Q: I have to judge a calculation on Ti₂O that was run with a low wave cutoff to save time. How wrong can the energy be?

A: By anything from about 20 eV an atom to less than a thousandth of an eV. The cutoff is the highest kinetic energy of the plane waves from which the orbitals are built. At 150 eV the basis is hopeless, at 420 eV the energy is a few meV an atom too high, and from 520 eV on the error is below 1 meV an atom. Errors here are measured against a run at 850 eV, with cell and atoms held fixed.

Ti2O (CdI2 type, P-3m1, a = 2.919 Å, c = 4.713 Å) at fixed cell and atoms, computed with Ansatz 0.2.0: plane-wave PAW, scalar-relativistic PBEsol, no spin polarisation. The k mesh is 18×18×10, Gaussian smearing 0.1 eV and the density cutoff four times the wave cutoff. Energies are taken at zero smearing, pressure is positive in compression, and the reference cutoff is 850 eV.

```csv
wave cutoff (eV),energy less reference (meV/atom),pressure less reference (GPa),plane waves at gamma
150,21600,12.4,135
200,5580,-2.4,233
250,?,?,?
300,257,0.868,391
350,39.1,0.085,537
380,?,?,?
420,3.46,0,687
460,1.46,0.007,785
520,0.866,0.004,941
600,0.515,0.002,1141
700,0.234,0,1461
```

Q: Why is the error positive in every row that you show?

A: More waves give the orbitals more freedom, and in the ground state they use it to lower the energy. A run with too few waves therefore ends too high. In the limit of an infinite cutoff the error vanishes. The question is how fast it gets there, and that depends on how sharp the orbitals are. Compact orbitals need short waves, hence a high cutoff, even though PAW smooths them near the nuclei. Here these are O 2p and Ti 3d, but also Ti 3s and 3p, which this run doesn't freeze into the core; the table doesn't separate their shares.

Q: Can you turn that into a formula that I could use at 250 and 380 eV?

A: Take the limit in which only a small part of each orbital is missing. The energy lost is then roughly the weight of the missing waves times their kinetic energy. Suppose that this weight falls like a Gaussian in the wave vector $k$, as $e^{-k^2/s^2}$ with a width $s$. The cutoff $E$ grows as $k^2$, so the error $\Delta$ falls exponentially with $E$, apart from slower factors:

$$\ln \Delta \approx a - bE .$$

I fitted this straight line to the known rows from 200 to 420 eV, with $\Delta$ in meV/atom and $E$ in eV. It gives $a = 15.46$ and $b = 0.03367$, which means a tenfold smaller error for about every 70 eV.

Q: Does the good line prove that the orbitals have Gaussian tails?

A: No, it only summarises four points. A plain exponential in $k$ would make the drop per 50 eV shrink steadily as the cutoff rises. Instead the drop grows, from a factor of 4.7 between 200 and 300 eV to 6.6 between 300 and 350 eV, before it slackens. So the Gaussian is the better simple picture over the first part of this range, but the points bend about its line.

Q: Then work out 250 eV for me.

A: That row took no part in the fit. The line gives $\ln\Delta = 15.46 - 0.03367 \times 250 \approx 7.04$, so $\Delta$ is about 1100 meV/atom. The same step at 380 eV gives about 14 meV/atom. Because of the bends I allow a factor of 1.5 either way for both.

Q: And what does the higher cutoff cost in basis size?

A: The waves fill a sphere in reciprocal space whose radius grows as $\sqrt{E}$, so their number grows as $E^{3/2}$. With the cell volume $V$ it is $N = Vk^3/(6\pi^2)$, where $k$ is now the radius of the sphere; no constant needs fitting. This gives about 310 plane waves at gamma for 250 eV and about 590 for 380 eV. I allow 25 either way, because waves of equal length enter together and the count goes up in jumps.

Q: I care more about pressure, because it sets the cell size. What do you forecast there?

A: Below 3 GPa in size at 250 eV, with the sign left open, and below 0.1 GPa in size at 380 eV. For this I have no formula, only the neighbouring rows. The printed pressure has already been corrected for a known fault of a finite basis. If a cell is squeezed with its number of waves unchanged, the waves get shorter and the effective cutoff rises; the energy falls for that reason alone, and the cell seems to want to shrink. This false pull is called Pulay stress.

Q: Now show me the computed values.

The withheld rows as computed:

```csv
wave cutoff (eV),energy less reference (meV/atom),pressure less reference (GPa),plane waves at gamma
250,1340,-4.24,313
380,12.7,0.002,579
```

A: Both energies lie within their ranges. At 250 eV the computed error is 17 % above the line's value, and at 380 eV it is 12 % below. The known points show the same bend: the one at 300 eV also lies above the line, the one at 420 eV below it. A single rate of decay is thus good for the order of magnitude and somewhat better, but not for fine work. The wave counts are hits too, within one wave of the sphere's value at 250 eV and about six at 380 eV.

Q: But the pressure at 250 eV is outside your range.

A: Yes, that forecast failed: the value is −4.24 GPa, and I had allowed 3 GPa in size. I had trusted the neighbours at 200 and 300 eV to bound it. That was unsafe, since the pressure error changes sign between 150 and 200 eV, and a value just past a sign change can be small by accident. The energy error must sink as the basis grows, but its change with volume may swing either way.

Q: At 380 eV the pressure is nearly perfect, though the energy isn't. Is the energy error harmless, then?

A: For the pressure it nearly is, but only if the pressure is corrected; the total energy itself stays wrong by that amount. At 350 eV the slope of the energy line implies a Pulay stress of roughly 4 GPa, while the corrected pressure is off by just 0.085 GPa. That estimate is crude, but it shows how much the correction can remove. A program that relaxes the cell with uncorrected stresses at such a cutoff would make it too small.

Q: Could I use your line to choose a cutoff for very small errors?

A: No, it fails at both ends. At 150 eV it overshoots, probably because the missing part of the orbitals is no longer small, as the argument behind the line requires. Above 420 eV a slow tail takes over: at 700 eV the computed error is 0.234 meV/atom, nearly 800 times what the line would give. The table doesn't reveal where this tail comes from: the cutoff for the density rose too, always at four times the wave cutoff, so the two effects are mixed. Since the reference is itself finite, the true errors are probably larger still, and at 700 eV the part left out may well be as large as the printed error. The output below gives the comparison row by row.

Q: So what would you set for this cell?

A: With corrected pressures, 380 eV already does: from there on they stay within 0.01 GPa of the reference. The safer choice is 420 eV, the lowest cutoff here that the program doesn't flag as below its recommended value. For a total energy good to 1 meV/atom against that reference, I would take 520 eV. Neither choice mends an error of the functional, of the PAW datasets (made for PBE but used here with PBEsol) or of leaving out spin; a larger basis carries these along unchanged.

Numerical output:

```
fit of log(energy_less_reference) on 4 rows ((wave_cutoff >= 200) & (wave_cutoff <= 420)): constant 15.46 +/- 0.33, coefficient of wave_cutoff -0.03367 +/- 0.001; rms 0.114, worst 300 -0.189, leave-one-out rms 0.292
  rows outside the fit (model, value, miss): 150 10.41, 9.98, 0.43; 250 7.043, 7.2, -0.157; 380 2.667, 2.542, 0.125; 460 -0.02667, 0.3784, -0.405; 520 -2.047, -0.1439, -1.9; 600 -4.74, -0.6636, -4.08; 700 -8.107, -1.452, -6.65
Forecast and computed values (energy errors in meV/atom):
  row  line energy  computed energy  computed over line  sphere count  computed count  count difference
  150        33191            21600              0.6508         145.2             135            -10.17
  200         6165             5580              0.9051         223.5             233             9.494
  250         1145             1340                1.17         312.4             313            0.6411
  300        212.7              257               1.208         410.6             391            -19.61
  350        39.52             39.1              0.9895         517.4             537             19.58
  380        14.39             12.7              0.8824         585.4             579            -6.355
  420        3.743             3.46              0.9243         680.2             687              6.83
  460       0.9737             1.46               1.499         779.6             785             5.384
  520       0.1292            0.866               6.705           937             941              3.98
  600     0.008738            0.515               58.94          1161            1141            -20.37
  700    0.0003015            0.234               776.1          1463            1461            -2.494
Lower end of energy forecast at 250 eV (meV/atom): 763.5
Upper end of energy forecast at 250 eV (meV/atom): 1718
Lower end of energy forecast at 380 eV (meV/atom): 9.595
Upper end of energy forecast at 380 eV (meV/atom): 21.59
Computed pressure change at 250 eV (GPa): -4.24
Computed pressure change at 380 eV (GPa): 0.002
Factor by which the error drops per 50 eV on the fitted line: 5.384
Same factor between 200 and 300 eV: 4.66
Same factor between 300 and 350 eV: 6.573
Same factor between 350 and 420 eV: 5.652
Same factor between 600 and 700 eV: 1.484
Rough size of uncorrected pressure error at 350 eV (GPa): 4.242
Largest count difference on the known rows: 20.37
```
